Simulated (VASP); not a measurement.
# ZnS (P6_3mc) in VASP: further runs

ZnS is run at these levels: r2SCAN; tasks: single point.

All numbers are computed with VASP 6.6.1; they aren't measurements. Logs are shortened: lines on timing, memory, paths and dates and some standing lists are left out, and cuts for length are marked.

**Measured values to compare with.**

From a printed reference work, monograph, for a bulk crystal of ZnS at 4 K: band gap 3.911 eV (direct).

How close the calculation comes is told below.

### 1 The cell of the first run

The structure is hexagonal, space group P6_3mc (No. 186). The conventional cell has a = 3.809 Å, b = 3.809 Å, c = 12.466 Å, α = 90.00°, β = 90.00°, γ = 120.00°. Within 3.1 Å of Zn (site symmetry 3m) lie 4 S at 2.33 Å. Within 3.1 Å of Zn (site symmetry 3m) lie 4 S at 2.33 to 2.34 Å. S (site symmetry 3m) has 4 Zn at 2.33 Å within 3.1 Å. S (site symmetry 3m) has 4 Zn at 2.33 to 2.34 Å within 3.1 Å.

### 2 Single point, r2SCAN

File POSCAR:

```
ZnS
1.0
    3.8087369181      0.0000000000      0.0000000000
   -1.9043684590      3.2984629274      0.0000000000
    0.0000000000      0.0000000000     12.4664652175
Zn S
4 4
Direct
    0.0000000000      0.0000000000      0.0001143960
    0.0000000000      0.0000000000      0.5001143960
    0.3333333333      0.6666666667      0.2500706167
    0.6666666667      0.3333333333      0.7500706167
    0.0000000000      0.0000000000      0.1872361429
    0.0000000000      0.0000000000      0.6872361429
    0.3333333333      0.6666666667      0.4375788445
    0.6666666667      0.3333333333      0.9375788445
```

File INCAR.step1:

```
SYSTEM = ZnS
PREC = Accurate
ENCUT = 520
ISMEAR = 0
SIGMA = 0.02
LREAL = .False.
LASPH = .True.
NELM = 60
NBANDS = 46
GGA = PE
ALGO = Normal
EDIFF = 1E-4
LWAVE = .True.
LCHARG = .False.
```

File INCAR.step2:

```
SYSTEM = ZnS
PREC = Accurate
ENCUT = 520
EDIFF = 1E-6
ISMEAR = 0
SIGMA = 0.02
LREAL = .False.
LASPH = .True.
NELM = 60
ALGO = Normal
ISIF = 2
LWAVE = .False.
LCHARG = .False.
METAGGA = R2SCAN
LMIXTAU = .True.
NBANDS = 46
ISTART = 1
```

File KPOINTS:

```
Automatic mesh
0
Gamma
  6 6 2
  0 0 0
```

Potentials or basis: VASP PAW PBE potentials, release 64 (Zn, S).

Run with:

```sh
$ cat potpaw_PBE.64/Zn/POTCAR potpaw_PBE.64/S/POTCAR > POTCAR
$ cp INCAR.step1 INCAR
$ mpirun -np 1 vasp_std > vasp.out
$ cp INCAR.step2 INCAR
$ mpirun -np 1 vasp_std > vasp.out
```

OUTCAR:

```text
SYSTEM = ZnS
   PREC = Accurate
   ENCUT = 520
   EDIFF = 1E-6
   ISMEAR = 0
   LREAL = .False.
   LASPH = .True.
   NELM = 60
   ISIF = 2
   METAGGA = R2SCAN
   ISTART = 1

 ion  position               nearest neighbor table
   1  0.000  0.000  0.000-   5 2.33   8 2.33   8 2.33   8 2.33
   2  0.000  0.000  0.500-   6 2.33   7 2.33   7 2.33   7 2.33
   3  0.333  0.667  0.250-   5 2.33   5 2.33   5 2.33   7 2.34
   4  0.667  0.333  0.750-   6 2.33   6 2.33   6 2.33   8 2.34
   5  0.000  0.000  0.187-   1 2.33   3 2.33   3 2.33   3 2.33
   6  0.000  0.000  0.687-   2 2.33   4 2.33   4 2.33   4 2.33
   7  0.333  0.667  0.438-   2 2.33   2 2.33   2 2.33   3 2.34
   8  0.667  0.333  0.938-   1 2.33   1 2.33   1 2.33   4 2.34

  LATTYP: Found a hexagonal cell.
 ALAT       =     3.8087369181
 C/A-ratio  =     3.2731232126

  Lattice vectors:

 A1 = (   3.8087369181,   0.0000000000,   0.0000000000)
 A2 = (  -1.9043684590,   3.2984629274,   0.0000000000)
 A3 = (   0.0000000000,   0.0000000000,  12.4664652175)

Analysis of symmetry for initial positions (statically):
=====================================================================
 Subroutine PRICEL returns:
 Original cell was already a primitive cell.

 Routine SETGRP: Setting up the symmetry group for a
 hexagonal supercell.

 Subroutine GETGRP returns: Found 12 space group operations
 (whereof  6 operations were pure point group operations)
 out of a pool of 24 trial point group operations.

The static configuration has the point symmetry C_3v.
 The point group associated with its full space group is C_6v.

Analysis of symmetry for dynamics (positions and initial velocities):
=====================================================================
 Subroutine PRICEL returns:
 Original cell was already a primitive cell.

 Routine SETGRP: Setting up the symmetry group for a
 hexagonal supercell.

 Subroutine GETGRP returns: Found 12 space group operations
 (whereof  6 operations were pure point group operations)
 out of a pool of 24 trial point group operations.

The dynamic configuration has the point symmetry C_3v.
 The point group associated with its full space group is C_6v.

 Subroutine INISYM returns: Found 12 space group operations
 (whereof  6 operations are pure point group operations),
 and found     1 'primitive' translations

----------------------------------------------------------------------------------------

                                     Primitive cell

  volume of cell :     156.6159

  direct lattice vectors                    reciprocal lattice vectors
     3.808736918  0.000000000  0.000000000     0.262554233  0.151585757  0.000000000
    -1.904368459  3.298462927  0.000000000     0.000000000  0.303171514  0.000000000
     0.000000000  0.000000000 12.466465217     0.000000000  0.000000000  0.080215200

  length of vectors
     3.808736918  3.808736918 12.466465217     0.303171514  0.303171514  0.080215200

  position of ions in fractional coordinates (direct lattice)
     0.000000000  0.000000000  0.000114396
     0.000000000  0.000000000  0.500114396
     0.333333333  0.666666667  0.250070617
     0.666666667  0.333333333  0.750070617
     0.000000000  0.000000000  0.187236143
     0.000000000  0.000000000  0.687236143
     0.333333333  0.666666667  0.437578845
     0.666666667  0.333333333  0.937578845

  ion indices of the primitive-cell ions
   primitive index   ion index
                 1           1
                 2           2
                 3           3
                 4           4
                 5           5
                 6           6
                 7           7
                 8           8

----------------------------------------------------------------------------------------

 KPOINTS: Automatic mesh

Automatic generation of k-mesh.
 Grid dimensions read from file:
 generate k-points for:    6    6    2

 Generating k-lattice:

  Cartesian coordinates                     Fractional coordinates (reciprocal lattice)
     0.043759039  0.025264293  0.000000000     0.166666667  0.000000000  0.000000000
     0.000000000  0.050528586  0.000000000     0.000000000  0.166666667  0.000000000
     0.000000000  0.000000000  0.040107600     0.000000000  0.000000000  0.500000000

  Length of vectors
     0.050528586  0.050528586  0.040107600

  Shift w.r.t. Gamma in fractional coordinates (k-lattice)
     0.000000000  0.000000000  0.000000000

 Subroutine IBZKPT returns following result:
 ===========================================

 Found     14 irreducible k-points:

 Following reciprocal coordinates:
            Coordinates               Weight
  0.000000  0.000000  0.000000      1.000000
  0.166667  0.000000  0.000000      6.000000
  0.333333  0.000000  0.000000      6.000000
  0.500000  0.000000  0.000000      3.000000
  0.166667  0.166667  0.000000      6.000000
  0.333333  0.166667  0.000000     12.000000
  0.333333  0.333333  0.000000      2.000000
  0.000000  0.000000  0.500000      1.000000
  0.166667  0.000000  0.500000      6.000000
  0.333333  0.000000  0.500000      6.000000
  0.500000  0.000000  0.500000      3.000000
  0.166667  0.166667  0.500000      6.000000
  0.333333  0.166667  0.500000     12.000000
  0.333333  0.333333  0.500000      2.000000
   k-points           NKPTS =     14   k-points in BZ     NKDIM =     14   number of bands    NBANDS=     46
   number of dos      NEDOS =    301   number of ions     NIONS =      8
   total plane-waves  NPLWV =  75264
   dimension x,y,z NGX =    28 NGY =   28 NGZ =   96
   dimension x,y,z NGXF=    56 NGYF=   56 NGZF=  192
   ions per type =               4   4
   NGX,Y,Z   is equivalent  to a cutoff of  12.22, 12.22, 12.80 a.u.
   NGXF,Y,Z  is equivalent  to a cutoff of  24.44, 24.44, 25.60 a.u.
 SYSTEM =  ZnS
   PREC   = accura    normal or accurate (medium, high low for compatibility)
   ISTART =      1    job   : 0-new  1-cont  2-samecut
   ICHARG =      0    charge: 1-file 2-atom 10-const
   ISPIN  =      1    spin polarized calculation?
   LNONCOLLINEAR =      F non collinear calculations
   LSORBIT =      F    spin-orbit coupling
   LASPH  =      T    aspherical Exc in radial PAW
   ENCUT  =  520.0 eV  38.22 Ry    6.18 a.u.   7.08  7.08 23.18*2*pi/ulx,y,z
   NELM   =     60;   NELMIN=  2; NELMDL=  0     # of ELM steps
   EDIFF  = 0.1E-05   stopping-criterion for ELM
   LREAL  =      F    real-space projection
   EDIFFG = 0.1E-04   stopping-criterion for IOM
   NSW    =      0    number of steps for IOM
   IBRION =     -1    ionic relax: 0-MD 1-quasi-New 2-CG
   NFREE  =      0    steps in history (QN), initial steepest desc. (CG)
   ISIF   =      2    stress and relaxation
   ISYM   =      2    0-nonsym 1-usesym 2-fastsym
   POTIM  = 0.5000    time-step for ionic-motion
   TEBEG  =    0.0;   TEEND  =   0.0 temperature during run
   PSTRESS=    0.0 pullay stress
   NELECT =      72.0000    total number of electrons
   NUPDOWN=      -1.0000    fix difference up-down
   EMIN   =  10.00;   EMAX   =-10.00  energy-range for DOS
   EFERMI =   0.00;   METHOD = LEGACY
   ISMEAR =     0;   SIGMA  =   0.02  broadening in eV -4-tet -1-fermi 0-gaus
   EFERMI_NEDOS =   21; number of points for ismear=-14 and -15
   IALGO  =     38    algorithm
   IMIX   =      4    mixing-type and parameters
     AMIX     =   0.40;   BMIX     =  1.00
     AMIX_MAG =   1.60;   BMIX_MAG =  1.00
  volume/ion in A,a.u.               =      19.58       132.11
  Fermi-wavevector in a.u.,A,eV,Ry     =   1.263495  2.387660 21.720624  1.596421
  Thomas-Fermi vector in A             =   2.396849
   LORBIT       =      0    0 simple, 1 ext, 2 COOP (PROOUT), +10 PAW based schemes
   METAGGA = R2SCAN    functional components
   LHFCALC =     F    Hartree Fock is set to
   AEXX    =    0.0000 exact exchange contribution
   IVDW    =     0    specifies the selected vdW correction
   LEPSILON=     F    determine dielectric tensor
   LRPA    =     F    only Hartree local field effects (RPA)
 non-spin polarized calculation
 Gauss-broadening in eV      SIGMA  =   0.02
  energy-cutoff  :      520.00
  volume of cell :      156.62
 maximum number of plane-waves:      4251
   NGX = 15   NGY = 15   NGZ = 47

 number of electron      71.9999975 magnetization

 Free energy of the ion-electron system (eV)
  ---------------------------------------------------
  ext. energy  EPLUGINS =         0.00000000
  ---------------------------------------------------
  free energy    TOTEN  =       -75.45137994 eV

  energy without entropy =      -75.45137994  energy(sigma->0) =      -75.45137994

 E-fermi :   2.0272     XC(G=0): -10.3189

 val. band max:        1.9135299079   @ k =   0.0000   0.0000   0.0000
 cond. band min:       4.6644362848   @ k =   0.0000   0.0000   0.0000
 fundamental gap:      2.7509063768
 Fermi energy:         2.0272131461

 k-point     1 :       0.0000    0.0000    0.0000
  band No.  band energies     occupation
      1     -11.8300      2.00000
      2     -11.3969      2.00000
      3     -11.3859      2.00000
      4     -10.8687      2.00000
      5      -4.6207      2.00000
      6      -4.6134      2.00000
[... 38 lines left out ...]
     45       9.0447      0.00000
     46       9.2886      0.00000

 k-point     2 :       0.1667    0.0000    0.0000
  band No.  band energies     occupation
      1     -11.6417      2.00000
      2     -11.2428      2.00000
      3     -11.2316      2.00000
      4     -10.7673      2.00000
      5      -4.6277      2.00000
      6      -4.6067      2.00000
[... 38 lines left out ...]
     45       9.1978      0.00000
     46       9.2759      0.00000

 k-point     3 :       0.3333    0.0000    0.0000
  band No.  band energies     occupation
      1     -11.1898      2.00000
      2     -10.9035      2.00000
      3     -10.8927      2.00000
      4     -10.5858      2.00000
      5      -4.6377      2.00000
      6      -4.5821      2.00000
[... 38 lines left out ...]
     45       9.4153      0.00000
     46      10.0100      0.00000

 k-point     4 :       0.5000    0.0000    0.0000
  band No.  band energies     occupation
      1     -10.8753      2.00000
      2     -10.7154      2.00000
      3     -10.7087      2.00000
      4     -10.5458      2.00000
      5      -4.6363      2.00000
      6      -4.5385      2.00000
[... 430 lines left out ...]
     45       9.4826      0.00000
     46       9.4826      0.00000

 k-point    13 :       0.3333    0.1667    0.5000
  band No.  band energies     occupation
      1     -10.8400      2.00000
      2     -10.8400      2.00000
      3     -10.5904      2.00000
      4     -10.5904      2.00000
      5      -4.5473      2.00000
      6      -4.5473      2.00000
[... 38 lines left out ...]
     45       9.7634      0.00000
     46       9.7634      0.00000

 k-point    14 :       0.3333    0.3333    0.5000
  band No.  band energies     occupation
      1     -10.6320      2.00000
      2     -10.6320      2.00000
      3     -10.6170      2.00000
      4     -10.6170      2.00000
      5      -4.5319      2.00000
      6      -4.5319      2.00000
[... 38 lines left out ...]
     45       9.9895      0.00000
     46       9.9895      0.00000

------------------------ aborting loop because EDIFF is reached ----------------------------------------

  FORCE on cell =-STRESS in cart. coord.  units (eV):
  Direction    XX          YY          ZZ          XY          YZ          ZX
  --------------------------------------------------------------------------------------
  -------------------------------------------------------------------------------------
  Total        0.0026949      0.0026949      0.0302991      0.0000000      0.0000000     -0.0000000
  in kB        0.0275687      0.0275687      0.3099596      0.0000000      0.0000000     -0.0000000
  external PRESSURE =       0.1216990 kB  Pullay stress =       0.0000000 kB

 VOLUME and BASIS-vectors are now :
 -----------------------------------------------------------------------------
  energy-cutoff  :      520.00
  volume of cell :      156.62
      direct lattice vectors                 reciprocal lattice vectors
     3.808736918  0.000000000  0.000000000     0.262554233  0.151585757  0.000000000
    -1.904368459  3.298462927  0.000000000     0.000000000  0.303171514  0.000000000
     0.000000000  0.000000000 12.466465217     0.000000000  0.000000000  0.080215200

 POSITION                                       TOTAL-FORCE (eV/Angst)
 -----------------------------------------------------------------------------------
      0.00000      0.00000      0.00143         0.000000      0.000000     -0.006353
      0.00000      0.00000      6.23466         0.000000     -0.000000     -0.006353
     -0.00000      2.19898      3.11750         0.000000     -0.000000     -0.008213
      1.90437      1.09949      9.35073        -0.000000      0.000000     -0.008213
      0.00000      0.00000      2.33417         0.000000      0.000000      0.007156
      0.00000      0.00000      8.56741         0.000000      0.000000      0.007156
     -0.00000      2.19898      5.45506         0.000000      0.000000      0.007410
      1.90437      1.09949     11.68829         0.000000      0.000000      0.007410
 -----------------------------------------------------------------------------------
    total drift:                               -0.000001     -0.000002     -0.062385

  FREE ENERGIE OF THE ION-ELECTRON SYSTEM (eV)
  ---------------------------------------------------
  free  energy   TOTEN  =       -75.4513799419 eV

  energy  without entropy=      -75.4513799419  energy(sigma->0) =      -75.45137994
```

Wall time 7.4 min (1 thread of Intel Xeon Platinum 8488C (Sapphire Rapids), shared host); peak memory 0.32 GiB.

Results:

```
Free energy            : -75.4514 eV
Pressure               : 0.0 GPa
Largest force          : 0.008 eV/Å
Band gap on the k mesh : 2.75 eV
```

Forces on the atoms (eV/Å):
```
Zn   0.000  0.000 -0.006
Zn   0.000  0.000 -0.006
Zn   0.000  0.000 -0.008
Zn   0.000  0.000 -0.008
S    0.000  0.000  0.007
S    0.000  0.000  0.007
S    0.000  0.000  0.007
S    0.000  0.000  0.007
```

Caveat: the PAW data sets were made with another functional, which shifts forces and pressure a little.

(Part 1 of 2 ends here.)
